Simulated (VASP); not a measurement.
# Tc (P6_3/mmc) in VASP: reference runs, part 2 of 2

VASP 6.6.1. Earlier steps stand in the parts before.

## (3) Single point, PBE (atoms moved at random, drawn with an rms of 0.05 Å)

The input, INCAR:

```
ALGO     = Normal         # electronic algorithm
EDIFF    = 1E-7           # SCF threshold, eV
ENCUT    = 520            # plane-wave cutoff, eV
GGA      = PE             # functional
ISIF     = 2              # what is computed and relaxed
ISMEAR   = -1             # smearing method
LASPH    = True           # aspherical terms in the spheres
LCHARG   = False          # write CHGCAR
LREAL    = False          # projectors in reciprocal space
LWAVE    = False          # write WAVECAR
NBANDS   = 20             # bands
NELM     = 80             # most SCF steps
PREC     = Accurate       # precision mode
SIGMA    = 0.05           # smearing width, eV
```

The input, KPOINTS:

```
k-points
0
Gamma
  11 11 6
```

The input, POSCAR:

```
Tc
1.0
    2.7400000000      0.0000000000      0.0000000000
   -1.3700000000      2.3729096064      0.0000000000
    0.0000000000      0.0000000000      4.3980000000
Tc
2
Direct
    0.6499490000      0.3300850000      0.7450650000
    0.3411890000      0.6657310000      0.2615210000
```

Potentials or basis: VASP PAW PBE potentials, release 64 (Tc_pv).

Started as:

```
> cat potpaw_PBE.64/Tc_pv/POTCAR > POTCAR
> mpirun -np 1 vasp_std > vasp.out
```

OUTCAR:

```text
EDIFF = 1E-7
   ENCUT = 520
   GGA = PE
   ISIF = 2
   ISMEAR = -1
   LASPH = True
   LREAL = False
   NELM = 80
   PREC = Accurate

 ion  position               nearest neighbor table
   1  0.650  0.330  0.745-   2 2.62   2 2.65   2 2.69   2 2.74   2 2.77   2 2.80
   2  0.341  0.666  0.262-   1 2.62   1 2.65   1 2.69   1 2.74   1 2.77   1 2.80

  LATTYP: Found a hexagonal cell.
 ALAT       =     2.7400000000
 C/A-ratio  =     1.6051094891

  Lattice vectors:

 A1 = (   2.7400000000,   0.0000000000,   0.0000000000)
 A2 = (  -1.3700000000,   2.3729096064,   0.0000000000)
 A3 = (   0.0000000000,   0.0000000000,   4.3980000000)

Analysis of symmetry for initial positions (statically):
=====================================================================
 Subroutine PRICEL returns:
 Original cell was already a primitive cell.

 Routine SETGRP: Setting up the symmetry group for a
 hexagonal supercell.

 Subroutine GETGRP returns: Found  2 space group operations
 (whereof  1 operations were pure point group operations)
 out of a pool of 24 trial point group operations.

The static configuration has the point symmetry C_1 .
 The point group associated with its full space group is S_2 .

Analysis of symmetry for dynamics (positions and initial velocities):
=====================================================================
 Subroutine PRICEL returns:
 Original cell was already a primitive cell.

 Routine SETGRP: Setting up the symmetry group for a
 hexagonal supercell.

 Subroutine GETGRP returns: Found  2 space group operations
 (whereof  1 operations were pure point group operations)
 out of a pool of 24 trial point group operations.

The dynamic configuration has the point symmetry C_1 .
 The point group associated with its full space group is S_2 .

 Subroutine INISYM returns: Found  2 space group operations
 (whereof  1 operations are pure point group operations),
 and found     1 'primitive' translations

----------------------------------------------------------------------------------------

                                     Primitive cell

  volume of cell :      28.5948

  direct lattice vectors                    reciprocal lattice vectors
     2.740000000  0.000000000  0.000000000     0.364963504  0.210711777  0.000000000
    -1.370000000  2.372909606  0.000000000     0.000000000  0.421423554  0.000000000
     0.000000000  0.000000000  4.398000000     0.000000000  0.000000000  0.227376080

  length of vectors
     2.740000000  2.740000000  4.398000000     0.421423554  0.421423554  0.227376080

  position of ions in fractional coordinates (direct lattice)
     0.649949000  0.330085000  0.745065000
     0.341189000  0.665731000  0.261521000

  ion indices of the primitive-cell ions
   primitive index   ion index
                 1           1
                 2           2

----------------------------------------------------------------------------------------

 KPOINTS: k-points

Automatic generation of k-mesh.
 Grid dimensions read from file:
 generate k-points for:   11   11    6

 Generating k-lattice:

  Cartesian coordinates                     Fractional coordinates (reciprocal lattice)
     0.033178500  0.019155616  0.000000000     0.090909091  0.000000000  0.000000000
     0.000000000  0.038311232  0.000000000     0.000000000  0.090909091  0.000000000
     0.000000000  0.000000000  0.037896013     0.000000000  0.000000000  0.166666667

  Length of vectors
     0.038311232  0.038311232  0.037896013

  Shift w.r.t. Gamma in fractional coordinates (k-lattice)
     0.000000000  0.000000000  0.000000000

 Subroutine IBZKPT returns following result:
 ===========================================

 Found    364 irreducible k-points:

 Following reciprocal coordinates:
            Coordinates               Weight
  0.000000  0.000000  0.000000      1.000000
  0.090909 -0.000000  0.000000      2.000000
  0.000000  0.090909  0.000000      2.000000
 -0.090909  0.090909  0.000000      2.000000
  0.181818  0.000000  0.000000      2.000000
  0.000000  0.181818  0.000000      2.000000
[... 42 lines left out ...]
  0.454545 -0.181818  0.000000      2.000000
  0.363636  0.181818  0.000000      2.000000
 [... further k-points ...]
   k-points           NKPTS =    364   k-points in BZ     NKDIM =    364   number of bands    NBANDS=     20
   number of dos      NEDOS =    301   number of ions     NIONS =      2
   total plane-waves  NPLWV =  14400
   dimension x,y,z NGX =    20 NGY =   20 NGZ =   36
   dimension x,y,z NGXF=    40 NGYF=   40 NGZF=   72
   ions per type =               2
   NGX,Y,Z   is equivalent  to a cutoff of  12.13, 12.13, 13.61 a.u.
   NGXF,Y,Z  is equivalent  to a cutoff of  24.27, 24.27, 27.22 a.u.
 SYSTEM =  unknown system
   PREC   = accura    normal or accurate (medium, high low for compatibility)
   ISTART =      0    job   : 0-new  1-cont  2-samecut
   ICHARG =      2    charge: 1-file 2-atom 10-const
   ISPIN  =      1    spin polarized calculation?
   LNONCOLLINEAR =      F non collinear calculations
   LSORBIT =      F    spin-orbit coupling
   LASPH  =      T    aspherical Exc in radial PAW
   ENCUT  =  520.0 eV  38.22 Ry    6.18 a.u.   5.09  5.09  8.18*2*pi/ulx,y,z
   NELM   =     80;   NELMIN=  2; NELMDL= -5     # of ELM steps
   EDIFF  = 0.1E-06   stopping-criterion for ELM
   LREAL  =      F    real-space projection
   EDIFFG = 0.1E-05   stopping-criterion for IOM
   NSW    =      0    number of steps for IOM
   IBRION =     -1    ionic relax: 0-MD 1-quasi-New 2-CG
   NFREE  =      0    steps in history (QN), initial steepest desc. (CG)
   ISIF   =      2    stress and relaxation
   ISYM   =      2    0-nonsym 1-usesym 2-fastsym
   POTIM  = 0.5000    time-step for ionic-motion
   TEBEG  =    0.0;   TEEND  =   0.0 temperature during run
   PSTRESS=    0.0 pullay stress
   NELECT =      26.0000    total number of electrons
   NUPDOWN=      -1.0000    fix difference up-down
   EMIN   =  10.00;   EMAX   =-10.00  energy-range for DOS
   EFERMI =   0.00;   METHOD = LEGACY
   ISMEAR =    -1;   SIGMA  =   0.05  broadening in eV -4-tet -1-fermi 0-gaus
   EFERMI_NEDOS =   21; number of points for ismear=-14 and -15
   IALGO  =     38    algorithm
   IMIX   =      4    mixing-type and parameters
     AMIX     =   0.40;   BMIX     =  1.00
     AMIX_MAG =   1.60;   BMIX_MAG =  1.00
  volume/ion in A,a.u.               =      14.30        96.48
  Fermi-wavevector in a.u.,A,eV,Ry     =   1.586002  2.997108 34.224109  2.515401
  Thomas-Fermi vector in A             =   2.685380
   LORBIT       =      0    0 simple, 1 ext, 2 COOP (PROOUT), +10 PAW based schemes
   GGA     = PE    functional components
   LHFCALC =     F    Hartree Fock is set to
   AEXX    =    0.0000 exact exchange contribution
   IVDW    =     0    specifies the selected vdW correction
   LEPSILON=     F    determine dielectric tensor
   LRPA    =     F    only Hartree local field effects (RPA)
 non-spin polarized calculation
  energy-cutoff  :      520.00
  volume of cell :       28.59
 maximum number of plane-waves:       784
   NGX = 11   NGY = 11   NGZ = 17

 number of electron      26.0000002 magnetization

 Free energy of the ion-electron system (eV)
  ---------------------------------------------------
  ext. energy  EPLUGINS =         0.00000000
  ---------------------------------------------------
  free energy    TOTEN  =       -20.69820238 eV

  energy without entropy =      -20.68238206  energy(sigma->0) =      -20.69029222

 E-fermi :  12.6651     XC(G=0): -13.7983

 val. band max:       12.6649568811   @ k =   0.1818   0.0000   0.0000
 cond. band min:      12.6660269244   @ k =  -0.0909   0.2727   0.3333
 fundamental gap:      0.0010700433
 Fermi energy:        12.6651250841

 k-point     1 :       0.0000    0.0000    0.0000
  band No.  band energies     occupation
      1     -26.7907      2.00000
      2     -25.6964      2.00000
      3     -25.6656      2.00000
      4     -25.5059      2.00000
      5     -25.4744      2.00000
      6     -25.4360      2.00000
[... 12 lines left out ...]
     19      23.6247      0.00000
     20      26.9581      0.00000

 k-point     2 :       0.0909   -0.0000    0.0000
  band No.  band energies     occupation
      1     -26.7589      2.00000
      2     -25.7475      2.00000
      3     -25.7172      2.00000
      4     -25.5811      2.00000
      5     -25.4868      2.00000
      6     -25.4475      2.00000
[... 866 lines left out ...]
 k-point    40 :       0.4545    0.4545    0.0000
  band No.  band energies     occupation
      1     -26.6085      2.00000
      2     -26.4128      2.00000
      3     -26.1081      2.00000
      4     -26.0071      2.00000
      5     -25.8349      2.00000
      6     -25.6957      2.00000
[... 12 lines left out ...]
     19      24.4250      0.00000
     20      24.9768      0.00000

 [... further k-points ...]
[... 5 lines left out ...]
  --------------------------------------------------------------------------------------
  -------------------------------------------------------------------------------------
  Total        0.4986907      0.5887815      0.5352617     -0.2067657      0.0156271      0.1884971
  in kB       27.9418318     32.9896557     29.9909185    -11.5851643      0.8755897     10.5615671
  external PRESSURE =      30.3074687 kB  Pullay stress =       0.0000000 kB

 VOLUME and BASIS-vectors are now :
 -----------------------------------------------------------------------------
  energy-cutoff  :      520.00
  volume of cell :       28.59
      direct lattice vectors                 reciprocal lattice vectors
     2.740000000  0.000000000  0.000000000     0.364963504  0.210711777  0.000000000
    -1.370000000  2.372909606  0.000000000     0.000000000  0.421423554  0.000000000
     0.000000000  0.000000000  4.398000000     0.000000000  0.000000000  0.227376080

 POSITION                                       TOTAL-FORCE (eV/Angst)
 -----------------------------------------------------------------------------------
      1.32864      0.78326      3.27680         0.186266      0.011169      0.159171
      0.02281      1.57972      1.15017        -0.186266     -0.011169     -0.159171
 -----------------------------------------------------------------------------------
    total drift:                                0.000018      0.000003     -0.000018

  FREE ENERGIE OF THE ION-ELECTRON SYSTEM (eV)
  ---------------------------------------------------
  free  energy   TOTEN  =       -20.6982023787 eV

  energy  without entropy=      -20.6823820552  energy(sigma->0) =      -20.69029222
```

Run time: 98 s. Hardware: 1 thread of Intel Xeon Platinum 8488C (Sapphire Rapids), shared host; peak memory 0.26 GiB.

What came out:

- Free energy: -20.6982 eV
- Pressure: 3.0 GPa
- Largest force: 0.245 eV/Å
- Band gap on the k mesh: none (metal or under the smearing width)

Forces on the atoms (eV/Å):
```
Tc   0.186  0.011  0.159
Tc  -0.186 -0.011 -0.159
```

Stress tensor (GPa, compression positive):
```
 2.79 -1.16  1.06
-1.16  3.30  0.09
 1.06  0.09  3.00
```

Levels at points of the mesh, in eV from the Fermi level:
| k point | band 9 | band 10 | band 11 | band 12 | band 13 | band 14 | band 15 | band 16 | band 17 | band 18 |
| --- | --- | --- | --- | --- | --- | --- | --- | --- | --- | --- |
| (0.00, 0.00, 0.00) | -1.62 | -1.54 | -1.52 | -0.93 | -0.83 | -0.23 | 0.12 | 1.71 | 2.32 | 2.78 |
| (0.00, 0.00, 0.50) | -2.21 | -1.74 | -1.72 | -1.69 | -1.64 | -1.52 | 1.62 | 1.81 | 1.98 | 2.07 |
